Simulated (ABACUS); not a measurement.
# BaTiO3 (R3m) in ABACUS: a series of runs, part 2 of 2

ABACUS 3.10.1. Earlier steps stand in the parts before.

**3. Equation of state, r2SCAN, 12.07 Å³/atom (volume scaled by 0.94)**

Contents of run_abacus.py:

```python
"""ABACUS run from a structure file: ASE reads it, the script writes STRU, KPT and INPUT."""
import re
import subprocess
import spglib
from ase import Atoms
from ase.io import read
from ase.units import Bohr

atoms = read("BaTiO3.cif")
cell, frac, numbers = spglib.standardize_cell((atoms.cell[:], atoms.get_scaled_positions(), atoms.numbers), to_primitive=True, symprec=1e-4)
atoms = Atoms(numbers=numbers, cell=cell, scaled_positions=frac, pbc=True)  # the primitive cell
atoms = atoms[(-atoms.numbers).argsort(kind="stable")]  # ABACUS lists atoms element by element
pseudo = {'Ba': 'Ba_ONCV_PBE-1.2.upf', 'Ti': 'Ti_ONCV_PBE-1.2.upf', 'O': 'O_ONCV_PBE-1.2.upf'}
orbital = {}
magmoms = None
kmesh = [4, 4, 4]
params = {
    'suffix': 'BaTiO3',
    'calculation': 'scf',
    'basis_type': 'pw',
    'pseudo_dir': './',
    'symmetry': 1,
    'dft_functional': 'MGGA_X_R2SCAN+MGGA_C_R2SCAN',
    'ecutwfc': 97,
    'pseudo_rcut': 7,
    'nspin': 1,
    'nbands': 24,
    'ks_solver': 'dav',
    'smearing_method': 'fd',
    'smearing_sigma': 0.00367493,
    'scf_thr': 1e-08,
    'scf_nmax': 100,
    'mixing_type': 'broyden',
    'mixing_beta': 0.7,
    'cal_force': 1,
    'cal_stress': 1,
    'mixing_tau': 1,
    'kpar': 4,
}

symbols = atoms.get_chemical_symbols()
elements = list(dict.fromkeys(symbols))
lines = ["ATOMIC_SPECIES"] + [f"{e} {atoms.get_masses()[symbols.index(e)]:.4f} {pseudo[e]}" for e in elements]
if orbital:
    lines += ["", "NUMERICAL_ORBITAL"] + [orbital[e] for e in elements]
lines += ["", "LATTICE_CONSTANT", f"{1 / Bohr:.10f}", "", "LATTICE_VECTORS"]
lines += [" ".join(f"{x:.10f}" for x in v) for v in atoms.cell]
lines += ["", "ATOMIC_POSITIONS", "Direct"]
for e in elements:
    lines += ["", e, "0.0", str(symbols.count(e))]
    for i, p in enumerate(atoms.get_scaled_positions(wrap=False)):
        if symbols[i] == e:
            mag = "" if magmoms is None else " mag " + " ".join(str(x) for x in (magmoms[i] if isinstance(magmoms[i], list) else [magmoms[i]]))
            lines.append(" ".join(f"{x:.10f}" for x in p) + " 1 1 1" + mag)
open("STRU", "w").write("\n".join(lines) + "\n")
open("KPT", "w").write("K_POINTS\n0\nGamma\n%d %d %d 0 0 0\n" % tuple(kmesh))
open("INPUT", "w").write("INPUT_PARAMETERS\n" + "".join(f"{k:<20s}{v}\n" for k, v in params.items()))

done = subprocess.run(['mpirun', '-np', '4', 'abacus'])
if done.returncode:
    raise SystemExit(done.returncode)
log = open("OUT.BaTiO3/running_scf.log").read()
print("final energy (eV):", re.findall(r"FINAL_ETOT_IS (\S+)", log))
```

Contents of BaTiO3.cif:

```cif
data_BaTiO3
_cell_length_a 5.53929811
_cell_length_b 5.53929811
_cell_length_c 6.81319818
_cell_angle_alpha 90.00000000
_cell_angle_beta 90.00000000
_cell_angle_gamma 120.00000000
_space_group_name_H-M_alt 'R3m'
_space_group_name_Hall 'R 3 -2"'
_space_group_IT_number 160
loop_
_space_group_symop_operation_xyz
'x,y,z'
'-y,x-y,z'
'-x+y,-x,z'
'-y,-x,z'
'-x+y,y,z'
'x,x-y,z'
'x+2/3,y+1/3,z+1/3'
'-y+2/3,x-y+1/3,z+1/3'
'-x+y+2/3,-x+1/3,z+1/3'
'-y+2/3,-x+1/3,z+1/3'
'-x+y+2/3,y+1/3,z+1/3'
'x+2/3,x-y+1/3,z+1/3'
'x+1/3,y+2/3,z+2/3'
'-y+1/3,x-y+2/3,z+2/3'
'-x+y+1/3,-x+2/3,z+2/3'
'-y+1/3,-x+2/3,z+2/3'
'-x+y+1/3,y+2/3,z+2/3'
'x+1/3,x-y+2/3,z+2/3'
loop_
_atom_site_label
_atom_site_type_symbol
_atom_site_symmetry_multiplicity
_atom_site_Wyckoff_symbol
_atom_site_fract_x
_atom_site_fract_y
_atom_site_fract_z
_atom_site_occupancy
Ba1 Ba 3 a 0.0000000000 0.0000000000 0.0000000000 1
Ti1 Ti 3 a 0.3333333333 0.6666666667 0.1511666667 1
O1 O 9 b 0.4970333333 0.5029666667 0.0115666667 1
```

Potentials or basis: SG15 ONCV 1.2 PBE, plane waves.

On the command line:

```
$ OMP_NUM_THREADS=1 python run_abacus.py > log
```

Wall time 80 s (4 MPI ranks of Intel Xeon Platinum 8175M at 2.50GHz (Skylake/Cascade Lake), shared host); peak memory 0.64 GiB.

It converged, with:

| Property | Result |
| --- | --- |
| Free energy | -3585.5004 eV |
| Pressure | 14.6 GPa |
| Largest force | 0.883 eV/Å |
| Band gap on the k mesh | 3.09 eV, indirect (least direct gap 3.41 eV) |

Caveat: the potentials were made for another functional, which shifts forces and pressure; spin-orbit coupling is left out, which moves the levels of the heavy elements.

**4. Equation of state, r2SCAN, 12.58 Å³/atom (volume scaled by 0.98)**

run_abacus.py is that of step 3.

Changes to BaTiO3.cif since step 3:

```diff
@@ -1,5 +1,5 @@
 data_BaTiO3
-_cell_length_a 5.53929811
-_cell_length_b 5.53929811
-_cell_length_c 6.81319818
+_cell_length_a 5.61678084
+_cell_length_b 5.61678084
+_cell_length_c 6.90850001
 _cell_angle_alpha 90.00000000
```

On the command line:

```
$ OMP_NUM_THREADS=1 python run_abacus.py > log
```

Run time: 84 s. Hardware: 4 MPI ranks of Intel Xeon Platinum 8175M at 2.50GHz (Skylake/Cascade Lake), shared host; peak memory 0.64 GiB.

The run converged. Its results:

- Free energy: -3585.6600 eV
- Pressure: 5.5 GPa
- Largest force: 0.388 eV/Å
- Band gap on the k mesh: 2.97 eV, indirect (least direct gap 3.33 eV)

Caveat: the potentials were made for another functional, which shifts forces and pressure; spin-orbit coupling is left out, which moves the levels of the heavy elements.

**5. Equation of state, r2SCAN, 13.10 Å³/atom (volume scaled by 1.02)**

run_abacus.py is that of step 4.

Changes to BaTiO3.cif since step 4:

```diff
@@ -1,5 +1,5 @@
 data_BaTiO3
-_cell_length_a 5.61678084
-_cell_length_b 5.61678084
-_cell_length_c 6.90850001
+_cell_length_a 5.69218287
+_cell_length_b 5.69218287
+_cell_length_c 7.00124262
 _cell_angle_alpha 90.00000000
```

On the command line:

```
$ OMP_NUM_THREADS=1 python run_abacus.py > log
```

It took 79 s on 4 MPI ranks of Intel Xeon Platinum 8175M at 2.50GHz (Skylake/Cascade Lake), shared host; peak memory 0.68 GiB.

It converged, with:

```
Free energy            : -3585.6887 eV
Pressure               : -1.8 GPa
Largest force          : 0.156 eV/Å
Band gap on the k mesh : 2.85 eV, indirect (least direct gap 3.24 eV)
```

Caveat: the potentials were made for another functional, which shifts forces and pressure; spin-orbit coupling is left out, which moves the levels of the heavy elements.

**6. Equation of state, r2SCAN, 13.61 Å³/atom (volume scaled by 1.06)**

run_abacus.py is that of step 5.

Changes to BaTiO3.cif since step 5:

```diff
@@ -1,5 +1,5 @@
 data_BaTiO3
-_cell_length_a 5.69218287
-_cell_length_b 5.69218287
-_cell_length_c 7.00124262
+_cell_length_a 5.76563850
+_cell_length_b 5.76563850
+_cell_length_c 7.09159120
 _cell_angle_alpha 90.00000000
```

Potentials or basis: SG15 ONCV 1.2 PBE, plane waves.

On the command line:

```
$ OMP_NUM_THREADS=1 python run_abacus.py > log
```

It took 2.2 min on 4 MPI ranks of Intel Xeon Platinum 8175M at 2.50GHz (Skylake/Cascade Lake), shared host; peak memory 0.68 GiB.

The run converged. Its results:

- Free energy: -3585.6068 eV
- Pressure: -7.7 GPa
- Largest force: 0.448 eV/Å
- Band gap on the k mesh: 2.73 eV, indirect (least direct gap 3.15 eV)

Caveat: the potentials were made for another functional, which shifts forces and pressure; spin-orbit coupling is left out, which moves the levels of the heavy elements.

**7. Equation of state, r2SCAN**

No new run: the results of the series are fitted here.

What came out:

```
Equilibrium volume                        : 12.96 Å³/atom
Bulk modulus at fixed shape and positions : 182 GPa
Pressure derivative of the bulk modulus   : 3.2 (rough: it moves with the points fitted)
```

Energy against volume, from the lowest point:
| volume (Å³/atom) | energy (meV/atom) |
| --- | --- |
| 12.070 | 37.66 |
| 12.583 | 5.74 |
| 13.097 | 0.00 |
| 13.611 | 16.39 |

Caveat: the k mesh is coarse (spacing up to 0.39 Å⁻¹), so the values aren't converged; the cell was scaled at fixed shape and fractional positions, which overstates the stiffness of a crystal with free parameters, most of all of layers and chains; the potentials were made for another functional, which shifts forces and pressure. Spin-orbit coupling is left out, which matters for the levels of Ba.

**8. Band structure, LDA**

Contents of INPUT:

```
INPUT_PARAMETERS
suffix              BaTiO3
calculation         nscf
basis_type          pw
pseudo_dir          ./
symmetry            -1
dft_functional      pz
ecutwfc             84.0
pseudo_rcut         7
nspin               1
nbands              30
ks_solver           dav
smearing_method     fd
smearing_sigma      0.00367493
scf_thr             1e-08
scf_nmax            100
mixing_type         broyden
mixing_beta         0.7
init_chg            file
pw_diag_thr         1e-07
out_band            1
kpar                4
```

Contents of STRU:

```
ATOMIC_SPECIES
Ba 137.3270 Ba.upf
Ti 47.8670 Ti.upf
O 15.9990 O.upf

LATTICE_CONSTANT
1.8897261246

LATTICE_VECTORS
2.8273666084 1.6323808724 2.3183934932
-2.8273666084 1.6323808724 2.3183934932
0.0000000000 -3.2647617449 2.3183934932

ATOMIC_POSITIONS
Direct

Ba
0.0
1
0.0000000000 0.0000000000 0.0000000000 1 1 1

Ti
0.0
1
0.4845000000 0.4845000000 0.4845000000 1 1 1

O
0.0
3
0.5086000000 0.0175000000 0.5086000000 1 1 1
0.0175000000 0.5086000000 0.5086000000 1 1 1
0.5086000000 0.5086000000 0.0175000000 1 1 1
```

Contents of KPT:

```
K_POINTS
13
Line
0.00000000 0.00000000 0.00000000 6 // G
0.50000000 0.00000000 0.00000000 6 // L
0.50000000 0.49717121 -0.49717121 1 // B1
0.50282879 0.50000000 0.49717121 6 // B
0.50000000 0.50000000 0.50000000 6 // Z
0.00000000 0.00000000 0.00000000 6 // G
0.49858561 0.00000000 -0.49858561 1 // X
0.50141439 0.49858561 0.00000000 6 // Q
0.50000000 0.50000000 0.00000000 6 // F
0.50141439 0.50141439 0.49717121 6 // P1
0.50000000 0.50000000 0.50000000 1 // Z
0.50000000 0.00000000 0.00000000 6 // L
0.50282879 0.49858561 0.49858561 1 // P
```

Potentials or basis: PseudoDojo NC SR 0.4.1 LDA standard, plane waves.

On the command line:

```
$ OMP_NUM_THREADS=1 mpirun -np 4 abacus > log
```

It took 9.3 s on 4 MPI ranks of Intel Xeon 6975P-C (Granite Rapids), shared host; peak memory 0.6 GiB.

It converged, with:

* Band gap along the path: 2.35 eV, indirect (least direct gap 2.73 eV)

Levels at the corners of the path, in eV from the Fermi level:
| point | band 18 | band 19 | band 20 | band 21 | band 22 | band 23 |
| --- | --- | --- | --- | --- | --- | --- |
| Γ | -1.72 | -1.58 | -1.58 | 1.15 | 1.15 | 1.30 |
| L | -2.84 | -2.16 | -2.02 | 1.33 | 2.61 | 2.71 |
| B1 | -1.21 | -1.21 | -1.20 | 3.17 | 3.32 | 3.32 |
| B | -1.21 | -1.21 | -1.20 | 3.17 | 3.32 | 3.32 |
| Z | -1.21 | -1.21 | -1.20 | 3.17 | 3.32 | 3.32 |
| Γ | -1.72 | -1.58 | -1.58 | 1.15 | 1.15 | 1.30 |
| X | -2.08 | -2.03 | -1.28 | 2.69 | 2.69 | 3.03 |
| Q | -2.08 | -2.03 | -1.28 | 2.69 | 2.69 | 3.03 |
| F | -2.08 | -2.03 | -1.28 | 2.69 | 2.69 | 3.03 |
| P1 | -1.21 | -1.21 | -1.20 | 3.17 | 3.32 | 3.32 |
| Z | -1.21 | -1.21 | -1.20 | 3.17 | 3.32 | 3.32 |
| L | -2.84 | -2.16 | -2.02 | 1.33 | 2.61 | 2.71 |
| P | -1.21 | -1.21 | -1.20 | 3.17 | 3.32 | 3.32 |

Caveat: this release of the barium file is off; the density is read from an earlier self-consistent run, whose mesh may be coarse; spin-orbit coupling is left out, which moves the levels of the heavy elements.
